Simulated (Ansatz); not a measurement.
Set up this calculation in Ansatz 0.2.0, as the native input.

```
Task                                : band structure
Functional                          : LDA
Potentials or basis                 : Ansatz PAW
Cutoff                              : 420 eV (not typed: the program's choice for these potentials)
k mesh                              : 7 × 7 × 2
Occupations                         : fermi-dirac, width 0.05 eV
Spin                                : no spin polarisation
Path                                : [["G", "M", "K", "G", "A", "L", "H", "A"], ["L", "M"], ["K", "H"]]
Points for each segment of the path : 14
```

WS2, a slab with vacuum:

```
W S
1.0
     3.18321    0.00000    0.00000
    -1.59160    2.75674    0.00000
     0.00000    0.00000   23.66876
W S
2 4
Direct
  0.66667 0.33333 0.36268
  0.33333 0.66667 0.63732
  0.66667 0.33333 0.70318
  0.33333 0.66667 0.42856
  0.66667 0.33333 0.57144
  0.33333 0.66667 0.29682
```

One way to write it, as run:

input.yaml

```yaml
crystal:
  lattice:
    - [3.1832085602, 0.0, 0.0]
    - [-1.5916042801, 2.7567394786, 0.0]
    - [0.0, 0.0, 23.66876325]
  atoms:
    - { symbol: W, position: [0.6666666667, 0.3333333333, 0.36268246] }
    - { symbol: W, position: [0.3333333333, 0.6666666667, 0.63731754] }
    - { symbol: S, position: [0.6666666667, 0.3333333333, 0.70318389] }
    - { symbol: S, position: [0.3333333333, 0.6666666667, 0.42855817] }
    - { symbol: S, position: [0.6666666667, 0.3333333333, 0.57144183] }
    - { symbol: S, position: [0.3333333333, 0.6666666667, 0.29681611] }
hamiltonian:
  xc: lda
  pseudopotentials: { kind: paw }
kpoints:
  mp_grid: { grid: [7, 7, 2] }
  band_path:
    path:
      - [[0.0, 0.0, 0.0], [0.5, 0.0, 0.0], [0.3333333333, 0.3333333333, 0.0], [0.0, 0.0, 0.0], [0.0, 0.0, 0.5], [0.5, 0.0, 0.5], [0.3333333333, 0.3333333333, 0.5], [0.0, 0.0, 0.5]]
      - [[0.5, 0.0, 0.5], [0.5, 0.0, 0.0]]
      - [[0.3333333333, 0.3333333333, 0.0], [0.3333333333, 0.3333333333, 0.5]]
    npoints: 14
scf:
  occupations: { method: fermi_dirac, width: 0.05 }
  n_extra_bands: 15
output:
  forces: true
  stress: true
  eigenvalues: true
  fatbands: false
  write_density: true
  write_potential: true
  elf: true
  volumetric_format: npy
```

Potentials or basis: Ansatz PAW.

The run is started by

```sh
$ ansatz run input.yaml --threads 2 --pin off --max-ram 5632MiB --backend cpu --events-out ev --progress --plain --runs-dir out
```

It gave:

- Largest force: 0.395 eV/Å
- Band gap on the k mesh: 1.60 eV, indirect (least direct gap 2.39 eV)
- Band gap along the path: 1.43 eV, indirect (least direct gap 1.75 eV)

Caveat: the k mesh misses the band edges, so the gap on the mesh is wider than the one along the path; spin-orbit coupling is left out, which moves the levels of the heavy elements; the PAW data sets come from PBE, with cores solved anew for the run's functional, which leaves a small shift of forces and pressure.

It took 16 s on 2 threads of Arm Neoverse V2, with other jobs on the host, peak memory 0.77 GiB.
